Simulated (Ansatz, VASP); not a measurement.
**CoO: VASP beside Ansatz**

Contents of INCAR:

```
SYSTEM = CoO
PREC = Accurate
ENCUT = 520
EDIFF = 1E-7
ISMEAR = -1
SIGMA = 0.05
LREAL = .FALSE.
LASPH = .TRUE.
NELM = 150
ALGO = Normal
ISIF = 2
LWAVE = .FALSE.
LCHARG = .FALSE.
ISPIN = 2
MAGMOM = 2 0
LORBIT = 11
LMAXMIX = 4
GGA = PE
NBANDS = 18
```

The input KPOINTS:

```
regular mesh
0
G
  10 10 10
  0 0 0
```

Contents of POSCAR:

```
CoO
1.0
    2.5180518654      0.0000000000      0.0000000000
    0.0000000000      2.5180518654      0.0000000000
    0.0000000000      0.0000000000      2.5180518654
Co O
1 1
Direct
    0.0000000000      0.0000000000      0.0000000000
    0.5000000000      0.5000000000      0.5000000000
```

The input input.yaml:

```yaml
crystal:
  lattice:
    - [2.5180518654, 0.0, 0.0]
    - [0.0, 2.5180518654, 0.0]
    - [0.0, 0.0, 2.5180518654]
  atoms:
    - { symbol: Co, position: [0.0, 0.0, 0.0], spin: 2.0 }
    - { symbol: O, position: [0.5, 0.5, 0.5] }
hamiltonian:
  xc: pbe
  pseudopotentials: { kind: paw }
magnetization:
  spin_polarized: true
kpoints:
  mp_grid: { grid: [10, 10, 10] }
scf:
  occupations: { method: fermi_dirac, width: 0.05 }
output:
  forces: true
  stress: true
  eigenvalues: true
```

Change from the starting cell: volume scaled by 0.94.

Alike in both runs: task single point; functional PBE; k mesh 10 × 10 × 10; occupations fermi-dirac, width 0.05 eV; collinear spin, ferromagnetic start.

|  | VASP | Ansatz |
| --- | --- | --- |
| version | VASP 6.6.1 | Ansatz 0.2.0 |
| potentials or method | VASP PAW PBE potentials, release 64 (Co, O) | Ansatz PAW |
| plane-wave cutoff (eV) | 520 | 420 |
| valence electrons in the cell | 15 | 23 |

VASP gave:

```
gap on the k mesh at the Fermi level (eV)                     : none
pressure (GPa)                                                : 28.9
net moment per atom (μB)                                      : 1.50
size of the moment on the site where the two differ most (μB) : 0.46
```

Task: What did Ansatz give for the same quantities?

Result: gap on the k mesh at the Fermi level (eV): none; pressure (GPa): 29.4; net moment per atom (μB): 1.50; size of the moment on the site where the two differ most (μB): 0.48.

Site moments also hang on the region over which each program counts them. A gap of «none» marks a metal or a gap that the smearing closes. The two sets of potentials don't hold the same shells in valence.

Caveats: a cell with one magnetic atom can't hold antiferromagnetic order, which such compounds often take; semilocal functionals often make such compounds metallic where correlation or magnetic order opens a gap, which also shifts bond lengths; the pressure holds a Pulay correction of +0.8 GPa for the finite cutoff (Ansatz).
